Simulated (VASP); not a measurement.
Set up this calculation in VASP 6.6.1, as the native input.

```yaml
Task: single point
Functional: PBE
Dispersion: D3(BJ)
Potentials_or_basis: VASP PAW PBE potentials, release 64 (C)
Cutoff: 450 eV
k_mesh: 12 × 12 × 4
Occupations: gaussian, width 0.02 eV
Spin: no spin polarisation
Further_INCAR_settings: ALGO = Fast; EDIFF = 1e-07
```

The structure of C lies in POSCAR:

```
C
1.0
    2.4560000000      0.0000000000      0.0000000000
   -1.2280000000      2.1269583900      0.0000000000
    0.0000000000      0.0000000000      6.6960000000
C
4
Direct
    0.0000000000      0.0000000000      0.7500000000
    0.0000000000      0.0000000000      0.2500000000
    0.3333333300      0.6666666700      0.7500000000
    0.6666666700      0.3333333300      0.2500000000
```

One way to write it, as run:

INCAR

```
SYSTEM = C
  ALGO = Fast
  EDIFF = 1E-7
  ENCUT = 450
  GGA = PE
  ISIF = 2
  ISMEAR = 0
  IVDW = 12
  LASPH = .TRUE.
  LCHARG = .FALSE.
  LREAL = .FALSE.
  LWAVE = .FALSE.
  NELM = 80
  PREC = Accurate
  SIGMA = 0.02
```

KPOINTS

```
k-points
0
G
  12 12 4
  0 0 0
```

Potentials or basis: VASP PAW PBE potentials, release 64 (C).

Launch:

```bash
$ cat potpaw_PBE.64/C/POTCAR > POTCAR
$ mpirun -np 1 vasp_std > vasp.out
```

It gave:

The band gap on the k mesh is none (metal or under the smearing width). The dispersion energy per atom is -0.157 eV.

Run time: 16 s on 1 thread of Intel(R) Xeon(R) 6975P-C (Granite Rapids) (shared host), peak memory 0.15 GiB.
